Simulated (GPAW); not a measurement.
A calculation with GPAW 26.7.0 of Au (native input, Cartesian positions):

Contents of run.py:

```python
from ase.io import read
from gpaw import PW
from gpaw.dft import DFT

atoms = read('Au.xyz')

dft = DFT(atoms,
          mode=PW(600),
          xc='PBE',
          kpts={'size': (10, 10, 10), 'gamma': True},
          occupations={'name': 'fermi-dirac', 'width': 0.05},
          nbands=14,
          convergence={'density': 1e-05, 'energy': 1e-05},
          maxiter=150,
          txt='gpaw.txt')
print(f'Energy: {dft.calculate_energy():.6f} eV')
print('Forces (eV/A):')
print(dft.calculate_forces().round(4))
print('Stress (eV/A^3):', dft.calculate_stress().round(6))
dft.write_gpw_file('gs.gpw')
```

The input Au.xyz:

```xyz
1
Lattice="2.7484100000 0.0000000000 0.0000000000 0.0000000000 2.7484100000 0.0000000000 0.0000000000 0.0000000000 2.7484100000" Properties=species:S:1:pos:R:3 pbc="T T T"
Au     1.3742050000      1.3742050000      1.3742050000
```

Potentials or basis: GPAW PAW data sets (gpaw-data 1.2.1), pw.

Run with:

```sh
$ OMP_NUM_THREADS=1 python run.py
```

The cell was built by a generator and needn't be a form met in nature.

Problem. Write the same calculation in another form: ASE script, structure typed inline.

Solution. As run:

run.py

```python
from ase import Atoms
from ase.dft.bandgap import bandgap
from ase.io import write
from ase.units import Bohr, GPa
from gpaw import GPAW, PW
from gpaw.elf import elf_from_dft_calculation

atoms = Atoms(['Au'],
              cell=[[2.74841, 0.0, 0.0],
                    [0.0, 2.74841, 0.0],
                    [0.0, 0.0, 2.74841]],
              scaled_positions=[[0.5, 0.5, 0.5]],
              pbc=True)

calc = GPAW(mode=PW(600),
            xc='PBE',
            kpts={'size': (10, 10, 10), 'gamma': True},
            occupations={'name': 'fermi-dirac', 'width': 0.05},
            nbands=14,
            convergence={'density': 1e-05, 'energy': 1e-05},
            maxiter=150,
            txt='gpaw.txt')
atoms.calc = calc
energy = atoms.get_potential_energy()
forces = atoms.get_forces()
stress = atoms.get_stress()
calc.write('gs.gpw')
write('result.traj', atoms)
print(f'Energy: {energy:.6f} eV')
print('Forces (eV/A):')
print(forces.round(4))
print('Stress (GPa):', (stress / GPa).round(3))
print('Fermi level:', round(calc.get_fermi_level(), 4), 'eV')
print(f'Gap: {bandgap(calc)[0]:.4f} eV, direct: {bandgap(calc, direct=True)[0]:.4f} eV')

# fields on the real-space grid
write('density.cube', atoms, data=calc.get_pseudo_density() * Bohr**3)
write('potential.cube', atoms, data=calc.get_electrostatic_potential())
write('elf.cube', atoms, data=elf_from_dft_calculation(calc).data)
```

Potentials or basis: GPAW PAW data sets (gpaw-data 1.2.1), pw.

Command:

```console
$ OMP_NUM_THREADS=1 python run.py
```

Both were run:

|  | native input, Cartesian positions | ASE script, structure typed inline |
| --- | --- | --- |
| Pressure | 1.9 GPa | 1.9 GPa |
| Band gap on the k mesh | none (metal or under the smearing width) | none (metal or under the smearing width) |

Keys that steer only the numerical path or the files written may differ.

Caveat: with this Au data set, volumes or pressures lay over 1.5 % or 2 GPa off other programs in two to four cells of ten.
